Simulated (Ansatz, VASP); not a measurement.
Two plane-wave programs on Ge

File POSCAR:

```
Ge
1.0
    1.3971490000     -2.6005160000      0.0000000000
    1.3971490000      2.6005160000      0.0000000000
    0.0000000000      0.0000000000      2.6982310000
Ge
1
Direct
    0.5000000000      0.5000000000      0.0000000000
```

File INCAR.step1:

```
SYSTEM = Ge
  ALGO = Normal
  EDIFF = 1E-4
  ENCUT = 520
  GGA = PE
  ISMEAR = 1
  LASPH = .TRUE.
  LCHARG = .FALSE.
  LREAL = .FALSE.
  LWAVE = .TRUE.
  NBANDS = 13
  NELM = 100
  PREC = Accurate
  SIGMA = 0.3
```

Contents of INCAR.step2:

```
SYSTEM = Ge
  ALGO = Normal
  EDIFF = 1E-7
  ENCUT = 520
  ISIF = 2
  ISMEAR = 1
  ISTART = 1
  IVDW = 12
  LASPH = .TRUE.
  LCHARG = .FALSE.
  LMIXTAU = .TRUE.
  LREAL = .FALSE.
  LWAVE = .FALSE.
  METAGGA = R2SCAN
  NBANDS = 13
  NELM = 100
  PREC = Accurate
  SIGMA = 0.3
  VDW_A1 = 0.49484001
  VDW_A2 = 5.73083694
  VDW_S6 = 1.0
  VDW_S8 = 0.78981345
```

The input KPOINTS:

```
k-points
0
G
  9 9 9
  0 0 0
```

Input for Ansatz:

```yaml
crystal:
  lattice:
    - [1.397149, -2.600516, 0.0]
    - [1.397149, 2.600516, 0.0]
    - [0.0, 0.0, 2.698231]
  atoms:
    - { symbol: Ge, position: [0.5, 0.5, 0.0] }
basis:
  ecutwfc: 630.0
kpoints:
  mp_grid:
    grid: [9, 9, 9]
hamiltonian:
  xc: r2scan
  dispersion: d3bj
  pseudopotentials:
    kind: paw
scf:
  self_checks: high
  convergence:
    dr2_threshold: 1.0e-09
  mixing:
    algorithm: msr1
    preconditioner: local_kerker
  occupations:
    method: cold
    width: 0.3
```

This isn't the form of Ge at room conditions, which is diamond.

Alike in both runs: task single point; functional r2SCAN; dispersion D3(BJ); k mesh 9 × 9 × 9; no spin polarisation.

|  | VASP | Ansatz |
| --- | --- | --- |
| version | VASP 6.6.1 | Ansatz 0.2.0 |
| potentials or method | VASP PAW PBE potentials, release 64 (Ge_d) | plane waves, PAW |
| plane-wave cutoff (eV) | 520 | 630 |
| occupations | methfessel-paxton of order 1, width 0.3 eV | cold, width 0.3 eV |
| valence electrons in the cell | 14 | 14 |

|  | VASP | Ansatz | Ansatz less VASP |
| --- | --- | --- | --- |
| gap on the k mesh at the Fermi level (eV) | none | none | - |
| dispersion energy (meV/atom) | -159.4 | -159.5 | -0.09 |

A gap of «none» marks a metal or a gap that the smearing closes. Ansatz warned: «dispersion_damping_borrowed».
